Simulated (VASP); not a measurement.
# AlN (P6_3/mmc) in VASP: single point with PBEsol

Aim: the single point of AlN with PBEsol.

Program: VASP 6.6.1. These are calculated values, not measurements. Logs are shortened: lines on timing, memory, paths and dates and some standing lists are left out, and cuts for length are marked.

## (1) Starting point

The structure is hexagonal, space group P6_3/mmc (No. 194). The conventional cell has a = 3.301 Å, b = 3.301 Å, c = 4.140 Å, α = 90.00°, β = 90.00°, γ = 120.00°. Around Al (site symmetry -6m2) lie 5 N at 1.91 to 2.07 Å. N (site symmetry -6m2) has 5 Al at 1.91 to 2.07 Å as nearest neighbours.

Measurements of this composition are mostly on another form, of space group No. 186.

## (2) Single point, PBEsol

Contents of INCAR:

```
SYSTEM = AlN
PREC = Accurate
ENCUT = 520
EDIFF = 1E-6
ISMEAR = 0
SIGMA = 0.02
LREAL = .FALSE.
LASPH = .TRUE.
NELM = 100
ALGO = Fast
ISIF = 2
LWAVE = .FALSE.
LCHARG = .FALSE.
GGA = PS
NBANDS = 16
```

Contents of KPOINTS:

```
regular mesh
0
G
  12 12 8
  0 0 0
```

Contents of POSCAR:

```
AlN
1.0
    3.3014697576      0.0000000000      0.0000000000
   -1.6507348788      2.8591566799      0.0000000000
    0.0000000000      0.0000000000      4.1398709542
Al N
2 2
Direct
    0.3333333333      0.6666666667      0.7500000000
    0.6666666667      0.3333333333      0.2500000000
    0.3333333333      0.6666666667      0.2500000000
    0.6666666667      0.3333333333      0.7500000000
```

Potentials or basis: VASP PAW PBE potentials, release 64 (Al, N).

Launch:

```sh
$ cat potpaw_PBE.64/Al/POTCAR potpaw_PBE.64/N/POTCAR > POTCAR
$ mpirun -np 1 vasp_std > vasp.out
```

OUTCAR:

```text
SYSTEM = AlN
   PREC = Accurate
   ENCUT = 520
   EDIFF = 1E-6
   ISMEAR = 0
   LREAL = .FALSE.
   LASPH = .TRUE.
   NELM = 100
   ISIF = 2
   GGA = PS

 ion  position               nearest neighbor table
   1  0.333  0.667  0.750-   4 1.91   4 1.91   4 1.91   3 2.07   3 2.07   2 2.81   2 2.81   2 2.81
                             2 2.81   2 2.81   2 2.81
   2  0.667  0.333  0.250-   3 1.91   3 1.91   3 1.91   4 2.07   4 2.07   1 2.81   1 2.81   1 2.81
                             1 2.81   1 2.81   1 2.81
   3  0.333  0.667  0.250-   2 1.91   2 1.91   2 1.91   1 2.07   1 2.07
   4  0.667  0.333  0.750-   1 1.91   1 1.91   1 1.91   2 2.07   2 2.07

  LATTYP: Found a hexagonal cell.
 ALAT       =     3.3014697576
 C/A-ratio  =     1.2539478651

  Lattice vectors:

 A1 = (   3.3014697576,   0.0000000000,   0.0000000000)
 A2 = (  -1.6507348788,   2.8591566799,   0.0000000000)
 A3 = (   0.0000000000,   0.0000000000,   4.1398709542)

Analysis of symmetry for initial positions (statically):
=====================================================================
 Subroutine PRICEL returns:
 Original cell was already a primitive cell.

 Routine SETGRP: Setting up the symmetry group for a
 hexagonal supercell.

 Subroutine GETGRP returns: Found 24 space group operations
 (whereof 12 operations were pure point group operations)
 out of a pool of 24 trial point group operations.

The static configuration has the point symmetry D_3d.
 The point group associated with its full space group is D_6h.

Analysis of symmetry for dynamics (positions and initial velocities):
=====================================================================
 Subroutine PRICEL returns:
 Original cell was already a primitive cell.

 Routine SETGRP: Setting up the symmetry group for a
 hexagonal supercell.

 Subroutine GETGRP returns: Found 24 space group operations
 (whereof 12 operations were pure point group operations)
 out of a pool of 24 trial point group operations.

The dynamic configuration has the point symmetry D_3d.
 The point group associated with its full space group is D_6h.

 Subroutine INISYM returns: Found 24 space group operations
 (whereof 12 operations are pure point group operations),
 and found     1 'primitive' translations

----------------------------------------------------------------------------------------

                                     Primitive cell

  volume of cell :      39.0780

  direct lattice vectors                    reciprocal lattice vectors
     3.301469758  0.000000000  0.000000000     0.302895399  0.174876740  0.000000000
    -1.650734879  2.859156680  0.000000000     0.000000000  0.349753480  0.000000000
     0.000000000  0.000000000  4.139870954     0.000000000  0.000000000  0.241553423

  length of vectors
     3.301469758  3.301469758  4.139870954     0.349753480  0.349753480  0.241553423

  position of ions in fractional coordinates (direct lattice)
     0.333333333  0.666666667  0.750000000
     0.666666667  0.333333333  0.250000000
     0.333333333  0.666666667  0.250000000
     0.666666667  0.333333333  0.750000000

  ion indices of the primitive-cell ions
   primitive index   ion index
                 1           1
                 2           2
                 3           3
                 4           4

----------------------------------------------------------------------------------------

 KPOINTS: regular mesh

Automatic generation of k-mesh.
 Grid dimensions read from file:
 generate k-points for:   12   12    8

 Generating k-lattice:

  Cartesian coordinates                     Fractional coordinates (reciprocal lattice)
     0.025241283  0.014573062  0.000000000     0.083333333  0.000000000  0.000000000
     0.000000000  0.029146123  0.000000000     0.000000000  0.083333333  0.000000000
     0.000000000  0.000000000  0.030194178     0.000000000  0.000000000  0.125000000

  Length of vectors
     0.029146123  0.029146123  0.030194178

  Shift w.r.t. Gamma in fractional coordinates (k-lattice)
     0.000000000  0.000000000  0.000000000

 Subroutine IBZKPT returns following result:
 ===========================================

 Found     95 irreducible k-points:

 Following reciprocal coordinates:
            Coordinates               Weight
  0.000000  0.000000  0.000000      1.000000
  0.083333  0.000000  0.000000      6.000000
  0.166667  0.000000  0.000000      6.000000
  0.250000  0.000000  0.000000      6.000000
  0.333333  0.000000  0.000000      6.000000
  0.416667  0.000000  0.000000      6.000000
[... 16 lines left out ...]
  0.250000  0.000000  0.125000     12.000000
  0.333333  0.000000  0.125000     12.000000
 [... further k-points ...]
   k-points           NKPTS =     95   k-points in BZ     NKDIM =     95   number of bands    NBANDS=     16
   number of dos      NEDOS =    301   number of ions     NIONS =      4
   total plane-waves  NPLWV =  25088
   dimension x,y,z NGX =    28 NGY =   28 NGZ =   32
   dimension x,y,z NGXF=    56 NGYF=   56 NGZF=   64
   ions per type =               2   2
   NGX,Y,Z   is equivalent  to a cutoff of  14.10, 14.10, 12.85 a.u.
   NGXF,Y,Z  is equivalent  to a cutoff of  28.20, 28.20, 25.70 a.u.
 SYSTEM =  AlN
   PREC   = accura    normal or accurate (medium, high low for compatibility)
   ISTART =      0    job   : 0-new  1-cont  2-samecut
   ICHARG =      2    charge: 1-file 2-atom 10-const
   ISPIN  =      1    spin polarized calculation?
   LNONCOLLINEAR =      F non collinear calculations
   LSORBIT =      F    spin-orbit coupling
   LASPH  =      T    aspherical Exc in radial PAW
   ENCUT  =  520.0 eV  38.22 Ry    6.18 a.u.   6.14  6.14  7.70*2*pi/ulx,y,z
   NELM   =    100;   NELMIN=  2; NELMDL= -5     # of ELM steps
   EDIFF  = 0.1E-05   stopping-criterion for ELM
   LREAL  =      F    real-space projection
   EDIFFG = 0.1E-04   stopping-criterion for IOM
   NSW    =      0    number of steps for IOM
   IBRION =     -1    ionic relax: 0-MD 1-quasi-New 2-CG
   NFREE  =      0    steps in history (QN), initial steepest desc. (CG)
   ISIF   =      2    stress and relaxation
   ISYM   =      2    0-nonsym 1-usesym 2-fastsym
   POTIM  = 0.5000    time-step for ionic-motion
   TEBEG  =    0.0;   TEEND  =   0.0 temperature during run
   PSTRESS=    0.0 pullay stress
   NELECT =      16.0000    total number of electrons
   NUPDOWN=      -1.0000    fix difference up-down
   EMIN   =  10.00;   EMAX   =-10.00  energy-range for DOS
   EFERMI =   0.00;   METHOD = LEGACY
   ISMEAR =     0;   SIGMA  =   0.02  broadening in eV -4-tet -1-fermi 0-gaus
   EFERMI_NEDOS =   21; number of points for ismear=-14 and -15
   IALGO  =     68    algorithm
   IMIX   =      4    mixing-type and parameters
     AMIX     =   0.40;   BMIX     =  1.00
     AMIX_MAG =   1.60;   BMIX_MAG =  1.00
  volume/ion in A,a.u.               =       9.77        65.93
  Fermi-wavevector in a.u.,A,eV,Ry     =   1.215638  2.297222 20.106347  1.477775
  Thomas-Fermi vector in A             =   2.351018
   LORBIT       =      0    0 simple, 1 ext, 2 COOP (PROOUT), +10 PAW based schemes
   GGA     = PS    functional components
   LHFCALC =     F    Hartree Fock is set to
   AEXX    =    0.0000 exact exchange contribution
   IVDW    =     0    specifies the selected vdW correction
   LEPSILON=     F    determine dielectric tensor
   LRPA    =     F    only Hartree local field effects (RPA)
 non-spin polarized calculation
 RMM-DIIS sequential band-by-band and
 Gauss-broadening in eV      SIGMA  =   0.02
  energy-cutoff  :      520.00
  volume of cell :       39.08
 maximum number of plane-waves:      1074
 NGX is ok and might be reduce to    28
   NGX = 13   NGY = 13   NGZ = 15

 number of electron      16.0000001 magnetization

 Free energy of the ion-electron system (eV)
  ---------------------------------------------------
  ext. energy  EPLUGINS =         0.00000000
  ---------------------------------------------------
  free energy    TOTEN  =       -30.94585999 eV

  energy without entropy =      -30.94585999  energy(sigma->0) =      -30.94585999

 E-fermi :   8.1684     XC(G=0): -11.4313

 val. band max:        8.0287330471   @ k =   0.0000   0.0000   0.0000
 cond. band min:      11.3692180460   @ k =   0.0000   0.0000   0.0000
 fundamental gap:      3.3404849989
 Fermi energy:         8.1684380448

 k-point     1 :       0.0000    0.0000    0.0000
  band No.  band energies     occupation
      1      -8.8502      2.00000
      2      -5.0435      2.00000
      3       1.0444      2.00000
      4       4.6989      2.00000
      5       4.6989      2.00000
      6       6.4263      2.00000
[... 8 lines left out ...]
     15      19.8959      0.00000
     16      19.9419      0.00000

 k-point     2 :       0.0833    0.0000    0.0000
  band No.  band energies     occupation
      1      -8.7693      2.00000
      2      -5.0422      2.00000
      3       1.1305      2.00000
      4       4.4044      2.00000
      5       4.5775      2.00000
      6       6.1282      2.00000
[... 8 lines left out ...]
     15      19.5370      0.00000
     16      19.6096      0.00000

 k-point     3 :       0.1667    0.0000    0.0000
  band No.  band energies     occupation
      1      -8.5319      2.00000
      2      -5.0536      2.00000
      3       1.3851      2.00000
      4       3.6776      2.00000
      5       4.2930      2.00000
      6       5.4910      2.00000
[... 8 lines left out ...]
     15      18.8199      0.00000
     16      20.2932      0.00000
[... 362 lines left out ...]
 k-point    23 :       0.2500    0.0000    0.1250
  band No.  band energies     occupation
      1      -8.0662      2.00000
      2      -5.2712      2.00000
      3       1.6379      2.00000
      4       3.2304      2.00000
      5       4.0501      2.00000
      6       4.5446      2.00000
[... 8 lines left out ...]
     15      18.9017      0.00000
     16      20.6005      0.00000

 k-point    24 :       0.3333    0.0000    0.1250
  band No.  band energies     occupation
      1      -7.6007      2.00000
      2      -5.3802      2.00000
      3       1.5144      2.00000
      4       3.0091      2.00000
      5       3.7831      2.00000
      6       3.9639      2.00000
[... 8 lines left out ...]
     15      19.5823      0.00000
     16      20.9506      0.00000

 [... further k-points ...]

------------------------ aborting loop because EDIFF is reached ----------------------------------------

  FORCE on cell =-STRESS in cart. coord.  units (eV):
  Direction    XX          YY          ZZ          XY          YZ          ZX
  --------------------------------------------------------------------------------------
  -------------------------------------------------------------------------------------
  Total        0.0017707      0.0017707      0.0053135      0.0000000      0.0000000      0.0000000
  in kB        0.0725985      0.0725985      0.2178521      0.0000000      0.0000000      0.0000000
  external PRESSURE =       0.1210164 kB  Pullay stress =       0.0000000 kB

 VOLUME and BASIS-vectors are now :
 -----------------------------------------------------------------------------
  energy-cutoff  :      520.00
  volume of cell :       39.08
      direct lattice vectors                 reciprocal lattice vectors
     3.301469758  0.000000000  0.000000000     0.302895399  0.174876740  0.000000000
    -1.650734879  2.859156680  0.000000000     0.000000000  0.349753480  0.000000000
     0.000000000  0.000000000  4.139870954     0.000000000  0.000000000  0.241553423

 POSITION                                       TOTAL-FORCE (eV/Angst)
 -----------------------------------------------------------------------------------
     -0.00000      1.90610      3.10490         0.000000     -0.000000      0.000000
      1.65073      0.95305      1.03497        -0.000000      0.000000      0.000000
     -0.00000      1.90610      1.03497         0.000000      0.000000      0.000000
      1.65073      0.95305      3.10490        -0.000000     -0.000000      0.000000
 -----------------------------------------------------------------------------------
    total drift:                               -0.000000     -0.000000     -0.000000

  FREE ENERGIE OF THE ION-ELECTRON SYSTEM (eV)
  ---------------------------------------------------
  free  energy   TOTEN  =       -30.9458599859 eV

  energy  without entropy=      -30.9458599859  energy(sigma->0) =      -30.94585999
```

It took 71 s on 1 thread of AMD EPYC 7R43 (Zen 3), shared host; peak memory 0.15 GiB.

Results:

* Free energy: -30.9459 eV
* Pressure: 0.0 GPa
* Band gap on the k mesh: 3.34 eV, direct

Levels at points of the mesh, in eV from the valence-band top:
```csv
k point,band 6,band 7,band 8,band 9,band 10,band 11
"(0.00, 0.00, 0.00)",-1.60,-1.60,0.00,3.34,4.48,8.21
"(0.50, 0.00, 0.00)",-4.27,-2.96,-1.40,3.81,7.15,7.26
"(0.00, 0.00, 0.50)",-2.51,-2.51,-2.51,5.70,5.70,8.38
"(0.50, 0.00, 0.50)",-3.28,-1.76,-1.76,5.05,5.05,9.46
```

Caveat: the PAW data sets were made with another functional, which shifts forces and pressure a little. A k mesh can miss the band edges.
